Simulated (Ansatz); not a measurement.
## ZnS: the change of pressure with volume scale

Periodic Kohn-Sham DFT of a crystal at fixed atoms, scaled to volume_scale times the given cell; pressure positive in compression, energy less spherical unpolarised free atoms, largest_vzz the field gradient of largest size among the nuclei. The results are calculated, by Ansatz 0.2.0.

The cell before it is scaled or strained (space group F-43m, No. 216):
```
ZnS
1.0
      0.0000     2.7047     2.7047
      2.7047     0.0000     2.7047
      2.7047     2.7047     0.0000
Zn S
1 1
Direct
  0.00000 0.00000 0.00000
  0.75000 0.75000 0.75000
```

Settings of every row: method frozen-core PAW; functional PBEsol; relativity scalar; k mesh 8x8x8; filling fermi-dirac; smearing width 0.01 eV; wave cutoff 420 eV; paw set soft_2.

Atom start moment: 0 on all atoms.

Limits: PAW files made with PBE.

```csv
row,volume scale,V (Å³/atom),pressure (GPa)
1,0.94,18.599,2.753
2,0.95,18.797,1.812
3,0.96,18.995,0.923
4,0.98,19.39,-0.714
5,0.99,19.588,-1.465
6,1,19.785,?
7,1.01,19.982,-2.848
8,1.02,20.179,-3.483
9,1.04,20.575,-4.651
10,1.05,20.775,-5.187
11,1.06,20.971,-5.695
```

Question: what pressure should row 6 give?

Worked fit of pressure. Take u = (V_r/V)^(2/3) − 1 with V_r = 19.785 Å³ an atom, which is twice the finite (Eulerian) strain; such expansions in the strain, on which the Birch-Murnaghan equation of state is built, carry the rest volume and the bulk modulus. The shown rows have u = 0.04207, 0.03474, 0.02754, 0.01354, 0.00669, -0.00658, -0.01306, -0.02576, -0.03203, -0.03807. Least squares give pressure = −2.1769 + 104.076 × u + 310.1 × u² GPa; a straight line predicts inner rows, each left out in turn, worse (root mean square 0.17 against 0.0033 GPa). The rows lie off it by 0.003, -0.001, -0.002, -0.003, 0.002, 0.000, 0.000, 0.001, 0.005, -0.005 (root mean square 0.0028 GPa). The pressure vanishes at u = 0.0198, or V = 19.21 Å³ an atom, and there the bulk modulus at fixed shape and fractions is B = −V dP/dV = (2/3)(1 + u) dP/du = 79.1 GPa. The withheld row has u = 0, so the fit gives −2.1769 + 104.076 × (0) + 310.1 × (0)² = -2.177 GPa.

The calculation gave -2.176 GPa. The fit lies 0.001 GPa (0.012 % of the column's range) below it, one unit of the last digit.
